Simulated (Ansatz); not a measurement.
# Electron scattering at the Σ5 (210) boundary in fcc Ir with Co (substitutional)

Wanted: what the Σ5 (210) boundary in fcc Ir with Co (substitutional) costs an interconnect.

Method: Ansatz plane-wave DFT, PBE, PAW files, collinear spin; relaxation of a bicrystal slab with its lowest layers held; PAW set soft_1, in the first sound run; inputs show where later runs differ, in Ansatz 0.2.0.

## (1) The structure

The cell holds 21 atoms: 20 Ir and 1 Co. Cell: a = 4.702 Å, b = 3.839 Å, c = 29.029 Å, α = 90.0°, β = 90.0°, γ = 65.9°. It derives from Ir. built on the (2 1 0) plane; 2 overlapping atoms removed and the grains opened by 0 Å. Vacuum lies along c.

## (2) Relaxing the bicrystal

The boundary is built by mirroring the lower grain in the boundary plane and removing any atoms that overlap; then the Co is put in at the boundary. A thin bicrystal slab is relaxed first, with the lowest layers held and the upper grain free to shift and open.

Contents of input.yaml:

```yaml
crystal:
  lattice:
    - [4.7022854592, 0.0, 0.0]
    - [1.5674284864, 3.5048766455, 0.0]
    - [0.0, 0.0, 29.0288347253]
  atoms:
    - { symbol: Ir, position: [0.6, 0.6999999999, 0.1722425322] }
    - { symbol: Ir, position: [0.2, 0.3999999999, 0.2018171241] }
    - { symbol: Ir, position: [0.8, 0.0999999999, 0.2313917159] }
    - { symbol: Ir, position: [0.4, 0.7999999999, 0.2609663078] }
    - { symbol: Ir, position: [0.0, 0.4999999999, 0.2905408997] }
    - { symbol: Ir, position: [0.6, 0.1999999999, 0.3201154915] }
    - { symbol: Ir, position: [0.2, 0.9, 0.3496900834] }
    - { symbol: Ir, position: [0.8, 0.6, 0.3792646753] }
    - { symbol: Ir, position: [0.4, 0.3, 0.4088392671] }
    - { symbol: Co, position: [0.0, 0.0, 0.438413859], spin: 2.0 }
    - { symbol: Ir, position: [0.8, 0.6, 0.4975630427] }
    - { symbol: Ir, position: [0.2, 0.9, 0.5271376346] }
    - { symbol: Ir, position: [0.6, 0.1999999999, 0.5567122264] }
    - { symbol: Ir, position: [0.0, 0.4999999999, 0.5862868183] }
    - { symbol: Ir, position: [0.4, 0.7999999999, 0.6158614102] }
    - { symbol: Ir, position: [0.8, 0.0999999999, 0.645436002] }
    - { symbol: Ir, position: [0.2, 0.3999999999, 0.6750105939] }
    - { symbol: Ir, position: [0.6, 0.6999999999, 0.7045851858] }
    - { symbol: Ir, position: [0.0, 0.9999999999, 0.7341597776] }
    - { symbol: Ir, position: [0.4000000001, 0.2999999998, 0.7637343695] }
    - { symbol: Ir, position: [0.8000000001, 0.5999999998, 0.7933089614] }
magnetization:
  spin_polarized: true
kpoints:
  mp_grid: { grid: [7, 7, 1] }
hamiltonian:
  xc: pbe
  pseudopotentials: { kind: paw, azcp: { folder: soft_1 } }
scf:
  occupations: { method: fermi_dirac, width: 0.1 }
relax:
  f_tol: 0.03
  max_steps: 80
  constraints: [{ sites: [0, 1, 2, 3] }]
```

Launch:

```sh
$ ansatz run input.yaml --threads 4 --pin off --max-ram 15360MiB --backend cpu --events-out ev --progress --plain --runs-dir out
```

Numbers of over 12 decimals in the logs are rounded to 6 here.

The program printed:

```text
Engine: ansatz 0.2.0, x86_64-unknown-linux-gnu
Pseudopotentials: kind: paw
Pseudopotential: Ir, paw, valence charge 17, recommended cutoff 420 eV (normal), soft_1/Ir.paw.azcp
Pseudopotential: Co, paw, valence charge 17, recommended cutoff 420 eV (normal), soft_1/Co.paw.azcp
Functional definition: PBE
  parameter kappa = 0.804
  parameter beta = 0.066725
  exchange = pbe_x(kappa = kappa, mu = beta*pi^2/3)
  correlation = pbe_c(beta = beta)
Crystal: 21 atoms, lattice volume = 478.422 Å³
Basis set: ecut = 420 eV, 9349 PW (Γ), exchange–correlation on 64×54×400 points (8 copies of the dense FFT grid, shifted against one another)
Bands: 216, of which v1, the nominal top of the filled ones, is band 179 counted from 1 (178 counted from 0)
Symmetry: 2 space group operations
Space group: Cm (ITA 8), of the structure as read, at distance tolerance 7.8e-5 Å
Magnetic group: BNS 8.32 (UNI 39), of the structure as read, at distance tolerance 7.8e-5 Å
k-points: 16 of 49 (time reversal used)
Non-local potential: Ir, projectors of the file, l = 0: 3, l = 1: 2, l = 2: 2, l = 3: 1
Non-local potential: Co, projectors of the file, l = 0: 3, l = 1: 2, l = 2: 3, l = 3: 1
PAW form: soft (Blöchl's): semilocal exchange-correlation on the pseudo side does not see the compensation charge
PAW one-centre angular grid: Ir, 590 points (default); XC on 64 Gauss nodes
PAW one-centre angular grid: Co, 590 points (default); XC on 64 Gauss nodes
Initial density: superposition of atomic densities (neutral atoms: chi_scale 0, normalization atom)
Starting moments: Σ|m| = 2 μB on 1 of 21 sites
Initial wavefunctions: pseudopotential atomic-orbital guess
Functional: x = pbe(κ = 0.804, μ = 0.219515), c = pbe(β = 0.066725)
SCF iter   1: F=—  HF=-243855.461185 eV  |F-HF|=—  |Δ(HF+E_count)|=         —  Δρ=1.97e-2 (↑1.94e-2 ↓1.97e-2)  dr2=1.69e1  dr2_m=5.58e-2  M=1.993 μB ∫|m|=2.408 μB  β_m=0.30  ethr=3.10e-3  ⟨swp⟩=7.2  Hψ=27710  notcnv=0  defer=189
Mixer restart at iter 1: flushing history
preconditioner: auto → LDOS  [metal: Δε(μ)=0.002 eV  Ē_g=6.374 eV  σ=0.100 eV  W_gap=0.01  n_scr=130 (ndim 8)  ℏωp=23.3 eV  f_vac=0.299  D(μ)=25.39/eV (n_scr^D=240)]
spin=Collinear: LDOS preconditioning applied to the charge; magnetization (m = ρ↑ − ρ↓) channel mixes plain (no charge-response kernel on spin).
SCF iter   2: F=—  HF=-243853.728557 eV  |F-HF|=—  |Δ(HF+E_count)|=    1.73e0  Δρ=1.15e-2 (↑1.15e-2 ↓1.14e-2)  dr2=6.38e0  dr2_m=2.38e-2  M=1.964 μB ∫|m|=2.437 μB  β_m=0.46  ethr=3.10e-3  ⟨swp⟩=2.0  Hψ=8470  notcnv=0  defer=266
SCF iter   3: F=—  HF=-243853.585930 eV  |F-HF|=—  |Δ(HF+E_count)|=   1.43e-1  Δρ=3.88e-3 (↑3.75e-3 ↓3.88e-3)  dr2=2.56e-1  dr2_m=4.78e-3  M=1.897 μB ∫|m|=2.499 μB  β_m=0.73  ethr=1.79e-3  ⟨swp⟩=2.0  Hψ=10622  notcnv=0  defer=266
SCF iter   4: F=—  HF=-243853.656112 eV  |F-HF|=—  |Δ(HF+E_count)|=         —  Δρ=5.93e-3 (↑3.79e-3 ↓5.93e-3)  dr2=1.96e-1  dr2_m=8.31e-2  M=1.690 μB ∫|m|=2.335 μB  β_m=0.73  ethr=7.18e-5  ⟨swp⟩=3.0  Hψ=15080  notcnv=0  defer=267
SCF iter   5: F=—  HF=-243853.634792 eV  |F-HF|=—  |Δ(HF+E_count)|=   2.13e-2  Δρ=1.90e-3 (↑1.90e-3 ↓1.88e-3)  dr2=1.21e-2  dr2_m=1.48e-2  M=1.666 μB ∫|m|=2.337 μB  β_m=0.87  ethr=5.48e-5  ⟨swp⟩=2.2  Hψ=11164  notcnv=0  defer=254
SCF iter   6: F=—  HF=-243853.639785 eV  |F-HF|=—  |Δ(HF+E_count)|=   4.99e-3  Δρ=1.61e-3 (↑6.36e-4 ↓1.61e-3)  dr2=2.23e-2  dr2_m=2.01e-3  M=1.644 μB ∫|m|=2.317 μB  β_m=0.70  ethr=3.38e-6  ⟨swp⟩=3.0  Hψ=15856  notcnv=0  defer=251
SCF iter   7: F=—  HF=-243853.634531 eV  |F-HF|=—  |Δ(HF+E_count)|=   5.25e-3  Δρ=2.39e-4 (↑2.39e-4 ↓1.12e-4)  dr2=7.72e-4  dr2_m=6.81e-5  M=1.645 μB ∫|m|=2.324 μB  β_m=0.65  ethr=3.38e-6  ⟨swp⟩=2.1  Hψ=13104  notcnv=0  defer=254
SCF iter   8: F=—  HF=-243853.634591 eV  |F-HF|=—  |Δ(HF+E_count)|=   6.01e-5  Δρ=2.60e-4 (↑1.79e-4 ↓2.60e-4)  dr2=3.15e-4  dr2_m=1.91e-4  M=1.634 μB ∫|m|=2.317 μB  β_m=0.75  ethr=2.16e-7  ⟨swp⟩=2.3  Hψ=11590  notcnv=0  defer=254
SCF iter   9: F=—  HF=-243853.634567 eV  |F-HF|=—  |Δ(HF+E_count)|=   2.33e-5  Δρ=6.53e-5 (↑6.53e-5 ↓4.54e-5)  dr2=2.02e-5  dr2_m=1.09e-5  M=1.631 μB ∫|m|=2.318 μB  β_m=0.83  ethr=8.84e-8  ⟨swp⟩=2.0  Hψ=9744  notcnv=0  defer=254
SCF iter  10: F=—  HF=-243853.634571 eV  |F-HF|=—  |Δ(HF+E_count)|=   3.90e-6  Δρ=5.66e-5 (↑4.32e-5 ↓5.66e-5)  dr2=1.42e-5  dr2_m=9.07e-6  M=1.629 μB ∫|m|=2.320 μB  β_m=0.81  ethr=5.65e-9  ⟨swp⟩=2.8  Hψ=14899  notcnv=0  defer=254
SCF iter  11: F=—  HF=-243853.634571 eV  |F-HF|=—  |Δ(HF+E_count)|=   3.02e-7  Δρ=2.61e-5 (↑2.17e-5 ↓2.61e-5)  dr2=2.28e-6  dr2_m=2.14e-6  M=1.629 μB ∫|m|=2.322 μB  β_m=0.90  ethr=3.97e-9  ⟨swp⟩=2.1  Hψ=10046  notcnv=0  defer=254
SCF iter  12: F=-243853.634571 eV  HF=-243853.634572 eV  |F-HF|=3.39e-7  |Δ(HF+E_count)|=   6.18e-7  Δρ=1.28e-5 (↑1.07e-5 ↓1.28e-5)  dr2=6.51e-7  dr2_m=5.60e-7  M=1.628 μB ∫|m|=2.325 μB  ethr=6.37e-10  ⟨swp⟩=1.3  Hψ=21369  notcnv=0
SCF 1 converged in 12 iterations: F = -243853.634571 eV  dr2 = 6.51e-7
  greatest PAW one-centre occupation: 1.001 electrons in one spin orbital (limit 2), on the Co atom at site 9 (counted from 0), in its partial waves of l = 1
relax step   1: F+E_penalty+E_count = -243853.63457131 eV  Δ(F+E_penalty+E_count) = +0.000e0 eV  max|allowed force component| = 1.615e0 eV/Å  Δτ_max = 0.0000 Å  (12 SCF iters, dr2 threshold 2.25e-5 eV, accepted)
Initial density: handed on by an earlier stage of this run
Starting moments: Σ|m| = 2 μB on 1 of 21 sites; this step starts from the density that it was given
Initial wavefunctions: those handed on with the density
iter 1 solved again at ethr=1.24e-3 eV; its pass at ethr=3.10e-3 eV (dr2=4.42e0 eV) is discarded
SCF iter   1: F=—  HF=-243854.328609 eV  |F-HF|=—  |Δ(HF+E_count)|=         —  Δρ=8.96e-3 (↑8.96e-3 ↓7.87e-3)  dr2=4.43e0  dr2_m=7.09e-2  M=1.422 μB ∫|m|=2.123 μB  β_m=0.30  ethr=1.24e-3  ⟨swp⟩=1.0  Hψ=25932  notcnv=0  defer=226
preconditioner: auto → LDOS  [metal: Δε(μ)=0.004 eV  Ē_g=6.173 eV  σ=0.100 eV  W_gap=0.01  n_scr=130 (ndim 8)  ℏωp=23.3 eV  f_vac=0.306  D(μ)=25.77/eV (n_scr^D=244)]
spin=Collinear: LDOS preconditioning applied to the charge; magnetization (m = ρ↑ − ρ↓) channel mixes plain (no charge-response kernel on spin).
SCF iter   2: F=—  HF=-243854.257471 eV  |F-HF|=—  |Δ(HF+E_count)|=   7.11e-2  Δρ=6.13e-3 (↑6.13e-3 ↓5.62e-3)  dr2=2.13e0  dr2_m=4.40e-2  M=1.403 μB ∫|m|=2.103 μB  β_m=0.57  ethr=1.24e-3  ⟨swp⟩=1.4  Hψ=6928  notcnv=0  defer=247
SCF iter   3: F=—  HF=-243854.215058 eV  |F-HF|=—  |Δ(HF+E_count)|=   4.24e-2  Δρ=2.08e-3 (↑2.08e-3 ↓1.33e-3)  dr2=2.51e-2  dr2_m=1.07e-2  M=1.321 μB ∫|m|=2.020 μB  β_m=0.58  ethr=5.95e-4  ⟨swp⟩=1.3  Hψ=8209  notcnv=0  defer=271
[...]
relax step   5: F+E_penalty+E_count = -243855.11160082 eV  Δ(F+E_penalty+E_count) = -1.847e-1 eV  max|allowed force component| = 2.757e-1 eV/Å  Δτ_max = 0.1915 Å  (10 SCF iters, dr2 threshold 6.69e-6 eV, accepted)
relax step   6: F+E_penalty+E_count = -243855.18231634 eV  Δ(F+E_penalty+E_count) = -7.072e-2 eV  max|allowed force component| = 2.335e-1 eV/Å  Δτ_max = 0.1945 Å  (9 SCF iters, dr2 threshold 3.38e-5 eV, accepted)
relax step   7: F+E_penalty+E_count = -243855.21075128 eV  Δ(F+E_penalty+E_count) = -2.843e-2 eV  max|allowed force component| = 3.324e-1 eV/Å  Δτ_max = 0.2000 Å  (10 SCF iters, dr2 threshold 3.91e-5 eV, accepted)
relax step   8: F+E_penalty+E_count = -243855.24356903 eV  Δ(F+E_penalty+E_count) = -3.282e-2 eV  max|allowed force component| = 1.204e-1 eV/Å  Δτ_max = 0.1651 Å  (6 SCF iters, dr2 threshold 7.93e-5 eV, accepted)
relax step   9: F+E_penalty+E_count = -243855.25150146 eV  Δ(F+E_penalty+E_count) = -7.932e-3 eV  max|allowed force component| = 6.470e-2 eV/Å  Δτ_max = 0.0858 Å  (10 SCF iters, dr2 threshold 1.90e-6 eV, accepted)
relax step  10: F+E_penalty+E_count = -243855.25621202 eV  Δ(F+E_penalty+E_count) = -4.711e-3 eV  max|allowed force component| = 5.287e-2 eV/Å  Δτ_max = 0.1145 Å  (12 SCF iters, accepted)
relax step  11: F+E_penalty+E_count = -243855.26086499 eV  Δ(F+E_penalty+E_count) = -4.653e-3 eV  max|allowed force component| = 9.253e-2 eV/Å  Δτ_max = 0.1760 Å  (12 SCF iters, accepted)
relax step  12: F+E_penalty+E_count = -243855.26159842 eV  Δ(F+E_penalty+E_count) = -7.334e-4 eV  max|allowed force component| = 1.413e-1 eV/Å  Δτ_max = 0.0935 Å  (8 SCF iters, dr2 threshold 5.72e-6 eV, accepted)
relax step  13: F+E_penalty+E_count = -243855.26227304 eV  Δ(F+E_penalty+E_count) = -6.746e-4 eV  max|allowed force component| = 7.386e-2 eV/Å  Δτ_max = 0.0387 Å  (6 SCF iters, dr2 threshold 2.00e-5 eV, accepted)
relax step  14: F+E_penalty+E_count = -243855.26252484 eV  Δ(F+E_penalty+E_count) = -2.518e-4 eV  max|allowed force component| = 2.545e-2 eV/Å  Δτ_max = 0.0243 Å  (8 SCF iters, dr2 threshold 1.49e-6 eV, accepted)
iter 1 solved again at ethr=1.51e-12 eV; its pass at ethr=3.10e-3 eV (dr2=5.38e-9 eV) is discarded
SCF iter   1: F=—  HF=-243855.262526 eV  |F-HF|=—  |Δ(HF+E_count)|=         —  Δρ=1.45e-6 (↑1.45e-6 ↓1.23e-6)  dr2=5.23e-9  dr2_m=7.01e-9  M=1.536 μB ∫|m|=2.040 μB  β_m=0.65  ethr=1.51e-12  ⟨swp⟩=2.2  Hψ=23151  notcnv=0  defer=261
preconditioner: auto → LDOS  [metal: Δε(μ)=0.010 eV  Ē_g=6.342 eV  σ=0.100 eV  W_gap=0.03  n_scr=106 (ndim 8)  ℏωp=23.3 eV  f_vac=0.323  D(μ)=24.78/eV (n_scr^D=240)]
spin=Collinear: LDOS preconditioning applied to the charge; magnetization (m = ρ↑ − ρ↓) channel mixes plain (no charge-response kernel on spin).
SCF iter   2: F=—  HF=-243855.262526 eV  |F-HF|=—  |Δ(HF+E_count)|=   6.93e-9  Δρ=3.45e-6 (↑4.50e-7 ↓3.45e-6)  dr2=1.01e-7  dr2_m=1.26e-8  M=1.536 μB ∫|m|=2.040 μB  β_m=0.65  ethr=1.47e-12  ⟨swp⟩=2.8  Hψ=13269  notcnv=0  defer=261
SCF iter   3: F=-243855.262526 eV  HF=-243855.262526 eV  |F-HF|=5.68e-8  |Δ(HF+E_count)|=  8.73e-11  Δρ=2.57e-6 (↑3.45e-7 ↓2.57e-6)  dr2=6.14e-8  dr2_m=7.85e-9  M=1.536 μB ∫|m|=2.040 μB  ethr=1.47e-12  ⟨swp⟩=1.5  Hψ=20245  notcnv=0
SCF 15 converged in 3 iterations: F = -243855.262526 eV  dr2 = 6.14e-8
relax step  15: F+E_penalty+E_count = -243855.26252595 eV  Δ(F+E_penalty+E_count) = -1.106e-6 eV  max|allowed force component| = 2.545e-2 eV/Å  Δτ_max = 0.0000 Å  (3 SCF iters, accepted)
SCF converged after 3 iterations
Magnetization: 1.5360 μB (179.2680 up, 177.7320 down)
Absolute magnetization: 2.0448 μB (∫|ρ↑−ρ↓|, with the PAW one-centre terms)
Spin contamination: 0.5349 ħ² per cell (⟨S²⟩ above its minimum at these occupations)
Per-site moments (μB) at R_I (Å): [(-0.029194, 1.119882), (0.010249, 1.119882), (0.00271328, 1.119882), (-0.017361, 1.116624), (-0.016005, 1.117355), (-0.032407, 1.110353), (0.050708, 1.038965), (0.060489, 1.045369), (0.086372, 1.080287), (1.302246, 0.956732), (0.059937, 1.131543), (0.084673, 0.956732), (-0.00190365, 1.082559), (-0.00933847, 1.085308), (-0.00647723, 1.098660), (-0.00957212, 1.111252), (-0.00844009, 1.115441), (0.00904054, 1.073613), (0.00162683, 1.081798), (0.00146367, 1.105830), (0.010881, 1.073613)]
Free energy (F): -243855.262526 eV
Harris-Foulkes:  -243855.262526 eV  (|F-HF|=5.68e-8)
Internal energy: -243854.438009 eV  (E = F + TS)
E sigma→0 (E₀):  -243854.850268 eV
Entropy (-TS):   -0.824517 eV (-39.263 meV/atom)
Fermi energy:    13.680053 eV
--- Per-component energies (eV) ---
  E_band       = -5994.923822
  E_kinetic    = 11072.585195
  E_local      = -474022.784137  (includes V_loc(G=0)·N_el)
  E_nonlocal   = 4235.885148
  E_hartree    = 232060.635891
  E_xc         = -4684.901227
  E_vxc        = -5235.712581  (∫ρ·V_xc dr)
  E_paw        = -186875.229628  (= ΣΔE_a)
  E_vpaw       = -6166.263900  (= ΣTr[D̂ρ^β])
  E_aug_tail   = 0.007050  (compensation charges beyond the density's cutoff)
  E_ewald      = 174359.363699
  E_smearing   = -0.824517  (= −TS)
  E_closure    = -0.000000  (closes the sum)
  Σ components = -243855.262526   (vs F -243855.262526, Δ=0.00e0)
--- Forces (eV/Å), atoms counted from 1 ---
  atom   1  Ir    -0.09595773     0.04291360     1.60669221
  atom   2  Ir     0.14307008    -0.06398289    -0.13444592
  atom   3  Ir     0.10094967    -0.04514607    -0.90274511
  atom   4  Ir    -0.15412944     0.06892878    -0.57478122
  atom   5  Ir     0.00539707    -0.00241364     0.00052619
  atom   6  Ir     0.01114871    -0.00498586     0.00780980
  atom   7  Ir    -0.00198196     0.00088636     0.01381080
  atom   8  Ir    -0.01013699     0.00453340     0.00244185
  atom   9  Ir    -0.00832527     0.00372318     0.00999244
  atom  10  Co     0.00402763    -0.00180121    -0.02545071
  atom  11  Ir     0.00845372    -0.00378062     0.00739765
  atom  12  Ir     0.00146816    -0.00065658    -0.01129221
  atom  13  Ir     0.00180599    -0.00080766     0.00328623
  atom  14  Ir    -0.00122206     0.00054652    -0.00394745
  atom  15  Ir     0.00139717    -0.00062483    -0.00343995
  atom  16  Ir    -0.00150579     0.00067341     0.00054049
  atom  17  Ir    -0.00253682     0.00113450     0.00043242
  atom  18  Ir    -0.00209222     0.00093567     0.00073757
  atom  19  Ir    -0.00041792     0.00018690     0.00251847
  atom  20  Ir     0.00038906    -0.00017400    -0.00081730
  atom  21  Ir     0.00018654    -0.00008343     0.00073170
  max |Σ_I F_I| component: 1.24e-5 eV/Å
--- Relaxed structure (15 steps of the walk, 15 accepted, 0 SCFs on fresh bases) ---
  F+E_penalty+E_count = -243855.26252595 eV   max|allowed force component| = 2.545e-2 eV/Å
  atoms:
    - { symbol: Ir, position: [0.600000, 0.700000, 0.1722425322] }
    - { symbol: Ir, position: [0.200000, 0.4, 0.2018171241] }
    - { symbol: Ir, position: [0.8, 0.100000, 0.231392] }
    - { symbol: Ir, position: [0.400000, 0.8, 0.2609663078] }
    - { symbol: Ir, position: [-0.00252971, 0.501265, 0.290991] }
    - { symbol: Ir, position: [0.599528, 0.200236, 0.321063] }
    - { symbol: Ir, position: [0.204692, 0.897654, 0.349632] }
    - { symbol: Ir, position: [0.803748, 0.598126, 0.381741] }
    - { symbol: Ir, position: [0.404837, 0.297581, 0.410343] }
    - { symbol: Co, position: [-0.00109652, 0.00054826, 0.430886] }
    - { symbol: Ir, position: [0.573572, 0.713214, 0.473063] }
    - { symbol: Ir, position: [-0.026983, 1.013491, 0.510693] }
    - { symbol: Ir, position: [0.383242, 0.308379, 0.534513] }
    - { symbol: Ir, position: [-0.221304, 0.610652, 0.565610] }
    - { symbol: Ir, position: [0.181719, 0.909141, 0.597098] }
    - { symbol: Ir, position: [0.576625, 0.211688, 0.625888] }
    - { symbol: Ir, position: [-0.026627, 0.513313, 0.655250] }
    - { symbol: Ir, position: [0.372218, 0.813891, 0.686154] }
    - { symbol: Ir, position: [-0.219197, 1.109598, 0.716898] }
    - { symbol: Ir, position: [0.177668, 0.411166, 0.744650] }
    - { symbol: Ir, position: [0.576843, 0.711579, 0.770553] }
```

It took 39 min on 4 threads of Intel Xeon Platinum 8259CL at 2.50GHz (Skylake/Cascade Lake), shared host; peak memory 3.7 GiB.

Step by step:

| step | energy less that of the first step (eV) | largest force component (eV/Å) |
| --- | --- | --- |
| 1 | 0.0000 | 1.6155 |
| 2 | -0.5805 | 1.6375 |
| 3 | -1.0261 | 0.4481 |
| 4 | -1.2923 | 0.2989 |
| 5 | -1.4770 | 0.2757 |
| 6 | -1.5477 | 0.2335 |
| 7 | -1.5762 | 0.3324 |
| 8 | -1.6090 | 0.1204 |
| 9 | -1.6169 | 0.0647 |
| 10 | -1.6216 | 0.0529 |
| 11 | -1.6263 | 0.0925 |
| 12 | -1.6270 | 0.1413 |
| 13 | -1.6277 | 0.0739 |
| 14 | -1.6280 | 0.0255 |
| 15 | -1.6280 | 0.0255 |

Forces are held to the 2 operations that the run works with; a distortion that breaks them can't arise in this run.

The atoms that moved most (Å):

```csv
atom,dx,dy,dz,length
Ir11,-0.887,0.397,-0.711,1.204
Ir21,-0.874,0.391,-0.661,1.164
Ir13,-0.849,0.380,-0.644,1.132
Ir17,-0.888,0.397,-0.574,1.129
Ir14,-0.867,0.388,-0.600,1.124
Ir18,-0.893,0.399,-0.535,1.115
Ir16,-0.875,0.391,-0.567,1.114
Ir20,-0.871,0.390,-0.554,1.104
```

This step gave:

| Item | Value |
| --- | --- |
| free energy | -243855.2625 eV |
| energy at zero smearing | -243854.8503 eV |
| Fermi energy | 13.68 eV |
| magnetization | 1.536 μB |
| absolute magnetization | 2.045 μB |

The largest force component on a free atom ends at 0.025 eV/Å, under the tolerance of 0.03, after 15 steps.

[end of part 1 of 2]

[Logs are printed without paths, hosts, clocks, repeated set-up lines and the standing remarks that a program may print on its own settings, such as how far it seeks lower states.]

[Hosts, paths, dates, database ids (printed as entryN), source tags and the programs' standing remarks are cut or masked in the printed files.]
